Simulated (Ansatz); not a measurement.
AgCl: gradients before and after relaxing the atoms

Start: a structure deposited in the COD (listed for 8.6 GPa).

```xyz
4
Lattice="3.5300 0.0000 0.0000 0.0000 4.0110 0.0000 -0.9726 0.0000 5.1520" Properties=species:S:1:pos:R:3 pbc="T T T"
Ag    0.3500    1.0028    1.0819
Ag    2.2075    3.0083    4.0701
Cl    0.4016    1.0028    3.6322
Cl    2.1559    3.0083    1.5198
```

Atoms are numbered from 1 in the order listed; like atoms form one site, named after its first atom.

Level of theory: DFT, PBE, plane waves and PAW, scalar-relativistic, 420 eV cutoff, Γ-centred 10×8×7 k-points, Fermi–Dirac smearing 0.01 eV (Ansatz 0.2.0).

The largest force at the start is 0.88 eV/Å. Relaxing the ions at fixed cell moves them by 0.129 Å at most (atom 3, Cl) and 0.108 Å rms. End positions:

```
CELL_PARAMETERS angstrom
3.53000 0.00000 0.00000
0.00000 4.01100 0.00000
-0.97255 0.00000 5.15201
ATOMIC_POSITIONS crystal
Ag 0.13515 0.25000 0.20186
Ag 0.86485 0.75000 0.79814
Cl 0.33349 0.25000 0.72616
Cl 0.66651 0.75000 0.27384
```

```json
{"site": "Ag", "atom": "1", "moved (Å)": "0.081", "first shell before": "6 Cl at 2.55–2.80 Å; also 2 Ag at 3.03 Å", "first shell after": "6 Cl at 2.67–2.72 Å; also 2 Ag at 2.94 Å", "V_zz before (10²¹ V/m²)": "2.07", "η before": "0.08"}
{"site": "Cl", "atom": "3", "moved (Å)": "0.129", "first shell before": "6 Ag at 2.55–2.80 Å", "first shell after": "6 Ag at 2.67–2.72 Å", "V_zz before (10²¹ V/m²)": "-4.19", "η before": "0.54"}
```

(1) What are V_zz and η after the relaxation?

Results:

(1) 

```csv
site,atom,V_zz after,η after,change of V_zz
Ag,1,2.33,0.25,+0.26
Cl,3,-3.91,0.14,+0.28
```

The largest change of V_zz is on Cl, from -4.19 to -3.91. In per cent, |V_zz| changes by +13 on Ag, -7 on Cl (all sites that start above 0.5). Where |V_zz| stays above 0.1, η moves most on Cl, from 0.54 to 0.14.

At this cell the PBE pressure is 10 GPa, so with PBE the cell would grow if it were relaxed. Without spin–orbit coupling (the program notes it for Ag) the gradients can shift somewhat, as the gap is small.
